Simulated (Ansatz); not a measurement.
# Yb, one cell by several methods

```
Yb
1.0
     0.00000    2.74310    2.74310
     2.74310    0.00000    2.74310
     2.74310    2.74310    0.00000
Yb
1
Direct
  0.00000 0.00000 0.00000
```

Conventional cell: a = 5.486 Å, b = 5.486 Å, c = 5.486 Å, α = 90.00°, β = 90.00°, γ = 90.00°. Around Yb (atom 1) lie 12 Yb at 3.88 Å.

The cell is COD entry 9010997, as deposited and not checked against the literature; nothing was relaxed.

Where the f shell is localised, expect the real compound to differ from this run without U.

Spin–orbit coupling is left out, though it moves levels of the heavy atoms by tenths of an eV or more.

Methods: DFT, PBE, PAW with Ansatz's default frozen-core files, scalar-relativistic (Ansatz 0.2.0); DFT, PBE, all-electron LAPW, scalar-relativistic (Ansatz 0.2.0).

For PAW: a Γ-centred 12×12×12 k mesh, Fermi–Dirac smearing of 0.05 eV, cutoff 420 eV, no spin polarisation. LAPW targets a basis error of 0.25 meV/atom. The Ansatz runs share mesh, smearing and spin set-up. Plane-wave (PAW) pressures include the program's estimate of the Pulay term.

Stress and pressure are positive in compression.

Levels count from the Fermi level.

PAW results:

```
                      quantity     PAW
                pressure (GPa)   -2.15
highest filled level at L (eV)  -0.299
  lowest empty level at L (eV)   0.131
highest filled level at X (eV)  -0.323
  lowest empty level at X (eV)   0.301
highest filled level at Γ (eV)  -0.302
  lowest empty level at Γ (eV)   2.753
```

Task: What does all-electron LAPW give for the same quantities?

Result: 
```csv
quantity,LAPW
pressure (GPa),-2.14
highest filled level at L (eV),-0.300
lowest empty level at L (eV),0.131
highest filled level at X (eV),-0.324
lowest empty level at X (eV),0.302
highest filled level at Γ (eV),-0.303
lowest empty level at Γ (eV),2.754
```
